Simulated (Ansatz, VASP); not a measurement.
# Cross-check of C28N3 between VASP and Ansatz, part 2 of 2

Aim: how closely do two programs agree when they are given the same cell, functional and k mesh? The cell is taken from a series of runs on this material, whose earlier steps may have relaxed, scaled, displaced or heated it; both programs get it as it stands.

VASP 6.6.1 and Ansatz 0.2.0.

So far: The structure; Ansatz: single point, HSE06.

## 3. VASP: single point, HSE06

Level of this step: HSE06, spin-polarised from a ferromagnetic start; plane waves and PAW (C, N) (VASP).

The same cell, functional, mesh and smearing now go to VASP, with its own data sets.

Lines of VASP's logs that name or quote its potential files are left out, and so is its time.

The run reads the wave functions of an earlier VASP run, which isn't shown here.

File INCAR:

```
SYSTEM = C28N3
PREC = Accurate
ENCUT = 520
EDIFF = 1E-06
NELM = 100
ISMEAR = -1
SIGMA = 0.01
LREAL = Auto
ALGO = Normal
LHFCALC = .TRUE.
AEXX = 0.25
GGA = PE
HFSCREEN = 0.208
LASPH = .TRUE.
NBANDS = 85
ISPIN = 2
MAGMOM = 0 -0 0 -0.01 -0 -0 -0 -0 0 -0 -0 -0.01 -0 -0 -0.01 0.04 0.04 0.01 0.01 0.04 0.01 0.01 0.01 0.01 0.01 0.01 0.01 0.33 0.02 0.02 0.02
PRECFOCK = Fast
LORBIT = 11
LWAVE = .FALSE.
LCHARG = .FALSE.
ISIF = 2
NUPDOWN = 1
```

File POSCAR:

```
C28N3
1.0
   -3.5715817552      3.5715817552      3.5715817552
    3.5715817552     -3.5715817552      3.5715817552
    3.5715817552      3.5715817552     -3.5715817552
C N
28 3
Direct
    0.0002239483      0.9997781336      0.5004451906
    0.0041399918      0.2588074151      0.2588469553
    0.0002254970      0.5004043552      0.9998210285
    0.9974824746      0.7513316196      0.7513710370
    0.2592519419      0.0036956445      0.2588474893
    0.2592530905      0.2588079826      0.0037359773
    0.2442444906      0.4994661668      0.7420159235
    0.2442494606      0.7419771483      0.4995092508
    0.5008496105      0.9997777827      0.9998195342
    0.4999136203      0.2438061399      0.7420155558
    0.4999153624      0.7419757846      0.2438430373
    0.7517737848      0.9970389103      0.7513692581
    0.7424200717      0.2438053194      0.4995060461
    0.7424205572      0.4994679854      0.2438412976
    0.7517758526      0.7513315129      0.9970752607
    0.0076827629      0.0072384592      0.2583855856
    0.0076831753      0.2583432071      0.0072775094
    0.9951134225      0.4988987596      0.7502352015
    0.9951137356      0.7501918445      0.4989357281
    0.2587888005      0.0072364062      0.0072758568
    0.2506676335      0.2502252272      0.7431965002
    0.2506690216      0.7431563647      0.2502626923
    0.4993412281      0.9946707898      0.7502360885
    0.4993407866      0.7501907505      0.9947070550
    0.7506395392      0.9946714141      0.4989366527
    0.7436018289      0.2502259163      0.2502620789
    0.7506396038      0.4988993300      0.9947096572
    0.7781564670      0.7777144549      0.7777489229
    0.2311591848      0.5019517702      0.5019929803
    0.5023938089      0.2307083270      0.5019889480
    0.5023975235      0.5019521104      0.2307571858
```

File KPOINTS:

```
Automatic mesh
0
Gamma
1 1 1
0 0 0
```

The projector-augmented-wave data sets are C and N (PBE family, release 64).

Run with:

```console
export OMP_NUM_THREADS=3
mpirun -np 1 vasp_gam
```

Numbers of over 12 decimals in the logs are rounded to 6 here.

The log of the run:

```text
[banner, memory and clock lines left out]
running    1 mpi-ranks, on    1 nodes
[...]
Offloading initialized ...    1 GPUs detected
[...]
LDA part: xc-table for (Slater+PW92), standard interpolation
 found WAVECAR, reading the header
 POSCAR, INCAR and KPOINTS ok, starting setup
[...]
reading WAVECAR
 the WAVECAR file was read successfully
 initial charge from wavefunction
 entering main loop
       N       E                     dE             d eps       ncg     rms          rms(c)
DAV:   1    -0.318914078576E+03   -0.31891E+03   -0.41715E+00   371   0.816E+00    0.288E+00
DAV:   2    -0.318928749236E+03   -0.14671E-01   -0.10611E-01   400   0.124E+00    0.171E+00
DAV:   3    -0.318918191614E+03    0.10558E-01   -0.12190E-02   427   0.430E-01    0.930E-01
DAV:   4    -0.318915500736E+03    0.26909E-02   -0.45920E-03   406   0.247E-01    0.486E-01
[...]
DAV:   8    -0.318914480916E+03    0.16900E-04   -0.96714E-06   390   0.131E-02    0.419E-02
DAV:   9    -0.318914476177E+03    0.47386E-05   -0.29964E-06   278   0.776E-03    0.234E-02
DAV:  10    -0.318914475216E+03    0.96070E-06   -0.13332E-06   246   0.511E-03
   1 F= -.31891448E+03 E0= -.31891448E+03  d E =-.299022E-13  mag=     1.0000
```

OUTCAR, selected parts (step 3):

```text
  Total      -10.6645078    -10.6651482    -10.6645078     -3.3268122     -3.3268598     -3.3220630
  in kB      -93.7582778    -93.7639076    -93.7582778    -29.2480620    -29.2484800    -29.2063083
  external PRESSURE =     -93.7601544 kB  Pullay stress =       0.0000000 kB

 POSITION                                       TOTAL-FORCE (eV/Angst)
 -----------------------------------------------------------------------------------
      5.35737     -1.78261      1.78421         0.015757      0.019069      0.027214
      1.83406      0.01493      0.01465         0.091716      0.006092      0.006891
      5.35737      1.78451     -1.78290         0.017441      0.027776      0.017441
      1.80444      3.56273      3.56245        -0.053999      0.132870      0.131749
      0.01175      1.83724      0.01464         0.005709      0.091957      0.005709
      0.01175      0.01493      1.83695         0.006891      0.006092      0.091716
      3.56172      1.73863      0.00605         0.009446     -0.032722      0.025168
      3.56171      0.00636      1.73835         0.008367      0.024469     -0.032178
      5.35290      1.78897      1.78868         0.027214      0.019069      0.015757
      1.73546      3.56488      0.00609        -0.030828      0.009121      0.024815
      1.73544      0.00637      3.56461        -0.032178      0.024469      0.008367
      3.55956      1.80759      3.56245         0.131744     -0.051638      0.131744
      0.00318      3.56487      1.73836         0.024815      0.009121     -0.030828
      0.00317      1.73862      3.56461         0.025168     -0.032722      0.009446
[...]
-----------------------------------------------------------------------------------
    total drift:                               -0.011921     -0.004685     -0.012315

  FREE ENERGIE OF THE ION-ELECTRON SYSTEM (eV)
  ---------------------------------------------------
  free  energy   TOTEN  =      -318.9144752162 eV

  energy  without entropy=     -318.9144752162  energy(sigma->0) =     -318.91447522

 magnetization (x)
# of ion       s       p       d       tot
------------------------------------------
    1       -0.000   0.001   0.000   0.001
    2       -0.001  -0.001   0.000  -0.002
    3       -0.000   0.001   0.000   0.001
    4       -0.004  -0.018   0.000  -0.021
    5       -0.001  -0.001   0.000  -0.002
    6       -0.001  -0.001   0.000  -0.002
    7       -0.000  -0.003   0.000  -0.003
    8       -0.000  -0.003   0.000  -0.003
    9       -0.000   0.001   0.000   0.001
   10       -0.000  -0.003   0.000  -0.003
   11       -0.000  -0.003   0.000  -0.003
   12       -0.004  -0.018   0.000  -0.021
   13       -0.000  -0.003   0.000  -0.003
[...]
--------------------------------------------------
tot          0.056   0.601   0.000   0.658

[... 3 further parts left out ...]
[key lines of the parts left out:]
E-fermi :   9.2057
```

The run ends at a pressure of -9.38 GPa, with forces up to 0.19 eV/Å.

## 4. Differences

Known differences besides the potentials themselves: exact exchange at q = 0 is treated differently, which shows on coarse meshes; VASP keeps PBE cores, Ansatz makes them for the functional; the cutoff is 420 eV in Ansatz and 520 eV in VASP (PREC = Accurate, projectors in real space); VASP takes a coarser grid for exact exchange (PRECFOCK = Fast); site moments are counted in spheres of each program's own size. Total energies have different zeros and are not compared.

Both answers:

```tsv
quantity	Ansatz	VASP	difference
total moment, fixed by the input (μB)	1.00	1.00	0.00
moment on C28 (μB)	0.33	0.44	-0.11
```

Forces on 8 of the 31 atoms, those with the largest forces and the largest differences (eV/Å; atoms numbered as in POSCAR):

```tsv
atom	Ansatz x, y, z	VASP x, y, z
C4	-0.051, 0.135, 0.135	-0.054, 0.133, 0.132
C6	0.009, 0.009, 0.123	0.007, 0.006, 0.092
C12	0.135, -0.051, 0.135	0.132, -0.052, 0.132
C15	0.135, 0.135, -0.051	0.132, 0.133, -0.054
C28	0.061, 0.061, 0.061	0.036, 0.040, 0.036
N29	0.105, -0.142, -0.142	0.088, -0.123, -0.123
N30	-0.142, 0.105, -0.142	-0.122, 0.088, -0.122
N31	-0.142, -0.142, 0.105	-0.123, -0.123, 0.088
```

The forces differ by 13 meV/Å r.m.s., which is 21.6 % of the r.m.s. force of 0.059 eV/Å (both taken over all components).

## 5. What came out

```yaml
r_m_s_force_difference_single_point_hse06: 13 meV/Å
```

The r.m.s. force difference is 13 meV/Å (single point, HSE06), beyond the 12 meV/Å picked in this series as the mark of a large difference. What causes the difference of the single point, HSE06 pair stays open here. How closely two codes agree says nothing of how well the functional describes the real material.

[Lines on the potential files, build, host, timing and source positions are cut from VASP's logs without a mark.]

[Logs are printed without paths, hosts, clocks, repeated set-up lines and the standing remarks that a program may print on its own settings, such as how far it seeks lower states.]

[Hosts, paths, dates, database ids (printed as entryN), source tags and the programs' standing remarks are cut or masked in the printed files.]
